## How large is a crystal of ZnSe? Four volumes to predict

A functional is the approximate rule by which a calculation turns electron density into energy. Each functional has its own idea of how far apart the atoms of a crystal should sit. In the table below, the equilibrium volume is the volume per atom at which the calculated energy is lowest, and the next column compares it with experiment. The task is to understand the known rows well enough to predict the other four.

VASP calculations of zinc-blende ZnSe (space group F-43m, 2-atom cell) with periodic Kohn-Sham DFT, using the functional and any dispersion correction named in each row. Cell and atoms were relaxed without spin-orbit coupling; the basis column gives the plane-wave cutoff.

| method | rung | potentials | basis | spin | k mesh | smearing | equilibrium volume (Å³/atom) | computed less measured (Å³/atom) |
| --- | --- | --- | --- | --- | --- | --- | --- | --- |
| BLYP | GGA | VASP PAW PBE potentials, recommended | 600 eV | none | 8x8x8 2-atom cell | Fermi-Dirac 0.05eV | 25.030 | 2.281 |
| PBE | GGA | VASP PAW PBE potentials, recommended | 600 eV | none | 8x8x8 2-atom cell | Fermi-Dirac 0.05eV | 23.646 | 0.897 |
| PBE-D3 | GGA | VASP PAW PBE potentials, recommended | 600 eV | none | 8x8x8 2-atom cell | Fermi-Dirac 0.05eV | 22.757 | 0.008 |
| PBE-MBD | GGA | VASP PAW PBE potentials, recommended | 600 eV | none | 8x8x8 2-atom cell | Fermi-Dirac 0.05eV | 22.999 | 0.250 |
| PBE-dDsC | GGA | VASP PAW PBE potentials, minimal, release 54 | 580 eV | collinear fm | 8x8x8 2-atom cell | gaussian 0.01eV | 22.900 | 0.151 |
| PBE-rVV10 | GGA | VASP PAW PBE potentials, recommended | 600 eV | none | 8x8x8 2-atom cell | Fermi-Dirac 0.05eV | 23.250 | 0.501 |
| PBEsol | GGA | VASP PAW PBE potentials, recommended | 600 eV | none | 8x8x8 2-atom cell | Fermi-Dirac 0.05eV | 22.442 | -0.307 |
| PBEsol-D3 | GGA | VASP PAW PBE potentials, recommended | 600 eV | none | 8x8x8 2-atom cell | Fermi-Dirac 0.05eV | 21.731 | -1.018 |
| PBEsol-D3(BJ) | GGA | VASP PAW PBE potentials, recommended | 600 eV | none | 8x8x8 2-atom cell | Fermi-Dirac 0.05eV | ? | ? |
| RPBE | GGA | VASP PAW PBE potentials, recommended | 600 eV | none | 8x8x8 2-atom cell | Fermi-Dirac 0.05eV | ? | ? |
| revPBE | GGA | VASP PAW PBE potentials, recommended | 600 eV | none | 8x8x8 2-atom cell | Fermi-Dirac 0.05eV | ? | ? |
| PBE0 | hybrid | VASP PAW PBE potentials, recommended | 600 eV | none | 4x4x4 2-atom cell | Fermi-Dirac 0.05eV | ? | ? |

### (a) Where do the known functionals fail, and what moves the volume?

**Solution.** PBE makes the cell about 4% too large, and BLYP makes it 10% too large. PBEsol errs the other way, by a little over 1%. These errors are relative to a measured volume that contains thermal and zero-point expansion, which the calculations leave out. Against a crystal without that expansion, the excess of PBE would be somewhat larger and the deficit of PBEsol smaller.

Some labels need care. The PBE-dDsC run is marked as ferromagnetic, but that was only its start; it ended without any magnetic moment. The PBE-rVV10 run uses a larger damping parameter than the original rVV10, which weakens its attraction. All rows use potentials made for PBE, which adds a small error to the other functionals.

Think of a weight hanging on a spring. An extra load moves the rest position by the load divided by the stiffness. An extra energy that is the same at every height moves nothing, because only its slope acts as a force. A crystal responds in the same way to a new term in its energy, as long as the shift is small; under strong compression it stiffens, and the simple proportion fails.

Dispersion, the weak attraction between fluctuating electron clouds, is such a load, and it pulls inwards. Each dispersion term in the known rows shrinks the cell. The D3 correction takes 0.89 Å³ per atom off PBE and 0.71 Å³ off PBEsol. It therefore brings PBE close to experiment but leaves PBEsol more than 4% too small.

The almost exact volume of PBE-D3 thus depends on the excess that PBE had before. It is also less exact than it looks. The run started beside the measured volume and stopped with a little stress left; with a bulk modulus of roughly 60 GPa, the cell would still shrink by about 0.04 Å³ per atom. That is more than its whole distance from the measured value.

For a ZnSe film grown on GaAs, as in blue-green light emitters, such errors matter. The mismatch between the two lattices is roughly 0.3%. The cell edge, which changes by about a third of the percentage of the volume, is 1.3% too long with PBE and about 0.5% too short with PBEsol. Comparing either edge with a measured GaAs edge would show mainly the error of the functional, not the strain in the film.

### (b) Predict revPBE, RPBE, PBEsol-D3(BJ) and PBE0, with error bars

**Solution.** revPBE and RPBE differ from PBE only in exchange, the part of the energy that comes from electrons of like spin avoiding each other. All three reward an uneven density with extra exchange energy. When atoms move apart, the density between them becomes more uneven, so this reward pushes the crystal outwards. The push depends on how steeply the reward rises.

The unevenness is measured by the reduced gradient $s$, which compares the change of the density with the density itself. The reward is the enhancement factor $F(s)$, and its slope is $g = dF/ds$. We take $s = 1$ as typical of the region between the atoms. If the volume $V$ shifts in proportion to the slope, then

$$V = V_{\mathrm{PBE}} + (V_{\mathrm{PBE}} - V_{\mathrm{PBEsol}})\,\frac{g - g_{\mathrm{PBE}}}{g_{\mathrm{PBE}} - g_{\mathrm{PBEsol}}}.$$

The PBE and PBEsol rows set the scale, so they cannot test it. PBEsol also changes the correlation part of the energy, and the scale absorbs that change. BLYP stays outside the model because both its exchange and its correlation are of another kind.

revPBE raises the ceiling that $F$ approaches, so its curve is held back less and is steeper than that of PBE at every $s$ above zero. At $s = 1$ the slopes are 0.1856 for PBEsol, 0.2709 for PBE and 0.3173 for revPBE. With the volume difference of 1.204 Å³ between PBE and PBEsol, this gives

$$V_{\mathrm{revPBE}} = 23.65 + 1.204 \times \frac{0.3173 - 0.2709}{0.2709 - 0.1856} \approx 24.3\ \text{Å}^3\text{ per atom}.$$

RPBE keeps the ceiling of PBE but approaches it along another curve, which is steeper still at $s = 1$. The same steps give 24.5 Å³. The weak point is the choice of $s$, so we repeat the estimate with 0.8 and 1.2 and let the spread set the error bars. The forecasts are 24.3 ± 0.4 for revPBE and 24.5 ± 0.5 for RPBE, both above PBE and probably below BLYP.

PBEsol-D3(BJ) uses another damping, the rule that tames the dispersion attraction at short distance. In D3 the attraction energy fades to zero there; in D3(BJ) it levels off at a constant. A constant energy exerts no pull, like the extra energy of the spring that is the same at every height. For PBEsol, the levelling reaches out to about 5 Å, beyond the nearest like atoms at 4.0 Å, so these should pull less.

A large short-range term in D3(BJ) works against this weakening. We judge that three quarters of the D3 contraction survives, which is an estimate and not a derived factor. The forecast is 21.9 ± 0.3 Å³, below PBEsol and probably a little above PBEsol-D3.

PBE0 replaces a quarter of the PBE exchange by exact exchange, and the known rows hold no example of this. We use a rough empirical rule for such semiconductors: the lattice edge becomes about 1% shorter, hence the volume about 3% smaller. That gives $0.97 \times 23.65 \approx 22.9$ Å³, with a bar of 0.35 Å³. The bar is wide for a single rule because this run also uses a coarser mesh of electron wave vectors.

### (c) Compare the forecasts with the calculation. Which arguments survive?

**Solution.** The computed results are these.

The withheld rows as computed:

| method | rung | potentials | basis | spin | k mesh | smearing | equilibrium volume (Å³/atom) | computed less measured (Å³/atom) |
| --- | --- | --- | --- | --- | --- | --- | --- | --- |
| PBEsol-D3(BJ) | GGA | VASP PAW PBE potentials, recommended | 600 eV | none | 8x8x8 2-atom cell | Fermi-Dirac 0.05eV | 21.735 | -1.014 |
| RPBE | GGA | VASP PAW PBE potentials, recommended | 600 eV | none | 8x8x8 2-atom cell | Fermi-Dirac 0.05eV | 24.548 | 1.799 |
| revPBE | GGA | VASP PAW PBE potentials, recommended | 600 eV | none | 8x8x8 2-atom cell | Fermi-Dirac 0.05eV | 24.295 | 1.546 |
| PBE0 | hybrid | VASP PAW PBE potentials, recommended | 600 eV | none | 4x4x4 2-atom cell | Fermi-Dirac 0.05eV | 23.164 | 0.415 |

All four values lie within their bars, but they do not support the four arguments equally. revPBE and RPBE agree with the unrounded forecasts to about 0.01 Å³, and their order is right. That is far closer than the model deserves, since a modest change of $s$ moves the forecasts by about 0.3 to 0.5 Å³. What the two rows do support is the direction and the approximate size: a steeper reward for gradients goes with a larger cell.

This gives a usable reading rule for exchange functionals of this family. Compare their slopes near $s = 1$, and the steeper one should give the larger volume. The rule ranks volumes, not quality. RPBE moves ZnSe further from experiment and roughly doubles the relative error of PBE, from about 4% to 8%.

For PBEsol-D3(BJ), the range holds but the reasoning behind its centre does not. The calculation gives 0.17 Å³ less than forecast, and the contraction is practically the same as with D3. Going from D3 to D3(BJ) has left the total pull on this cell almost unchanged. The argument left out a weakness of D3 itself: an attraction energy that fades to zero as atoms approach pushes them apart, so D3 also loses pull at short distance. The runs give a further clue. Dispersion lowers the energy by over a quarter more with D3(BJ) than with D3, yet the contraction is the same. So D3(BJ) does pull less for each unit of its energy, as a levelled attraction should, but its energy is larger. How much each group of neighbours adds would take a sum over the separate pairs of atoms.

The spring picture shows where the forecast went astray. It was right to ask for the slope of the dispersion energy, but only the slope of D3(BJ) was judged, and only for one group of neighbours. A fair comparison needs the slopes of both corrections, each summed over all neighbours. Taking over the D3 contraction unchanged would have been the better forecast here.

PBE0 shrinks the PBE cell, as expected, but by only $0.482/23.65 \approx 2\%$ instead of 3%. Its volume is therefore 0.23 Å³ above the forecast, and it removes about half of the PBE error instead of most of it. The rule may be too strong for ZnSe, or the coarser mesh may have shifted the result. Repeating PBE0 on the finer mesh would separate the two.

The output printed after this text gives the slopes, the trials with other values of $s$, and each difference between forecast and calculation.

Printed output of the fit:

```
PBE less PBEsol volume (A^3/atom): 1.204
exchange slope at s of 1, PBEsol: 0.1856
exchange slope at s of 1, PBE: 0.2709
exchange slope at s of 1, revPBE: 0.3173
exchange slope at s of 1, RPBE: 0.3341
revPBE volume with s of 0.8 (A^3/atom): 24.03
revPBE volume with s of 1.2 (A^3/atom): 24.7
RPBE volume with s of 0.8 (A^3/atom): 24.18
RPBE volume with s of 1.2 (A^3/atom): 25.04
forecast PBEsol-D3(BJ), bar 0.3 (A^3/atom): 21.91
forecast RPBE, bar 0.5 (A^3/atom): 24.54
forecast revPBE, bar 0.4 (A^3/atom): 24.3
forecast PBE0, bar 0.35 (A^3/atom): 22.94
contraction per dispersion energy, PBE-D3 (A^3/eV): 3.18
contraction per dispersion energy, PBE-MBD (A^3/eV): 2.959
contraction per dispersion energy, PBE-dDsC (A^3/eV): 3.167
contraction per dispersion energy, PBEsol-D3 (A^3/eV): 3.054
rough volume change still due in PBE-D3 (A^3/atom): -0.04322
Computed volumes and errors:
            row  volume A^3/atom  volume error %  edge error %  less PBE or PBEsol A^3/atom
           BLYP            25.03           10.03         3.236                        1.384
            PBE            23.65           3.943         1.297                            0
         PBE-D3            22.76         0.03517       0.01172                       -0.889
        PBE-MBD               23           1.099         0.365                       -0.647
       PBE-dDsC             22.9          0.6638        0.2208                       -0.746
      PBE-rVV10            23.25           2.202        0.7288                       -0.396
         PBEsol            22.44           -1.35       -0.4519                            0
      PBEsol-D3            21.73          -4.475        -1.514                       -0.711
  PBEsol-D3(BJ)            21.73          -4.457        -1.508                       -0.707
           RPBE            24.55           7.908         2.569                        0.902
         revPBE             24.3           6.796         2.216                        0.649
           PBE0            23.16           1.824        0.6044                       -0.482
computed less forecast, PBEsol-D3(BJ) (A^3/atom): -0.1738
computed less forecast, RPBE (A^3/atom): 0.009569
computed less forecast, revPBE (A^3/atom): -0.005581
computed less forecast, PBE0 (A^3/atom): 0.2274
```
